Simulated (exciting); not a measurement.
# Al: single point with PBE

Crystal: Al.

```
Al
1.0
    -1.57590    1.65692    1.65798
     1.47948   -1.59764    1.50228
     1.61445    1.63620   -1.59870
Al
1
Direct
  0.00000 0.00000 0.00000
```

This isn't the form of Al at room conditions, which is fcc.

- Program: exciting (release sodium)
- Task: single point
- Functional: PBE
- Potentials or basis: all-electron LAPW+lo, shipped species files, valence relativity iora*
- rgkmax: 7.5
- k mesh: 11 × 12 × 12
- Occupations: fermi-dirac, width 0.05 eV
- Spin: no spin polarisation
- gmaxvr (cutoff of density and potential): 14 1/bohr
- lmaxapw (and lmaxmat): 10
- lmaxvr: 8
- nempty: 8
- Valence relativity: iora*
- epsengy: 1e-05 Ha
- epspot: 1e-05 Ha
- maxscl: 60
- Muffin-tin radii: Al 2.0 bohr

| Item | Value |
| --- | --- |
| Band gap on the k mesh | none (metal or under the smearing width) |
| All electrons inside the program's atomic spheres | Al 10.89 (radii Al 2.0 bohr) |

Levels at points of the mesh, in eV from the Fermi level:
| k point | band 4 | band 5 | band 6 | band 7 | band 8 |
| --- | --- | --- | --- | --- | --- |
| (0.00, 0.00, 0.00) | -11.30 | 12.50 | 13.37 | 13.87 | 14.01 |
| (0.00, 0.50, 0.00) | -3.89 | -2.92 | 7.14 | 7.49 | 9.06 |
| (0.00, 0.00, 0.50) | -4.53 | -4.15 | 7.97 | 8.20 | 11.40 |
| (0.00, 0.50, 0.50) | -4.36 | -3.75 | 8.50 | 8.85 | 10.89 |

It took 110 s on 1 thread of AMD EPYC 7R13 Processor (Zen 3), with other jobs on the host, peak memory 0.11 GiB.

Caveat: the log's total energy holds no entropy term; the free energy is that total less TS from the occupations.
